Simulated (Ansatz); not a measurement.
Piezoelectric tensor of HfSi3O8

Computed with DFT PBE, scalar-relativistic, plane waves, PAW (Ansatz 0.2.0). Plane waves to 420 eV; Γ-centred k mesh 4×4×4; fixed occupations. No spin polarisation.

Equilibrium structure at this level:
```xyz
12
Lattice="3.7653 -3.8345 -0.0004 3.7653 3.8345 -0.0004 -0.0057 0.0000 7.5915" Properties=species:S:1:pos:R:3 pbc="T T T"
Hf    3.7653   -3.6819   -0.0004
Si    2.0599    1.9194    2.0398
Si    5.4649    1.9194    5.5510
Si    3.7624   -0.1735    3.7954
O     3.2019    2.9731    1.5659
O     2.9194   -1.1407    4.7943
O     1.4538    1.2443    0.6817
O     4.8208    0.7623    4.6024
O     6.0710    1.2443    6.9091
O     2.7040    0.7623    2.9884
O     4.3229    2.9731    6.0249
O     4.6055   -1.1407    2.7965
```

The structure comes from a generated guess, relaxed at this level; another structure or a mixture of phases may lie lower. Spin–orbit coupling is left out, which matters for heavy elements.

Task: Give the relaxed-ion proper piezoelectric stress tensor e_iJ (C/m², Voigt columns xx yy zz yz xz xy).

Result:
```
x    0.000  0.000  0.000 -0.033  0.000  0.096
y    0.109  0.016 -0.089  0.000  0.022  0.000
z    0.000  0.000  0.000 -0.060  0.000 -0.029
```
Signs follow the orientation of the cell as given.

Task: With the elastic constants (GPa, Voigt order)
```
40.1 15.9 -1.0  0.0 -3.4  0.0
15.8 60.4  8.5  0.0 -1.9  0.0
-1.1  8.5 35.8  0.0 -0.2  0.0
 0.0  0.0  0.0 12.4  0.0  1.0
-3.3 -1.8 -0.1  0.0 36.2  0.0
 0.0  0.0  0.0  1.1  0.0 20.4
```
find the strain coefficients d = e·C⁻¹ (pC/N).

Result:
```
x    0.00  0.00  0.00 -3.11  0.00  4.87
y    2.75 -0.09 -2.39  0.00  0.85  0.00
z    0.00  0.00  0.00 -4.76  0.00 -1.21
```
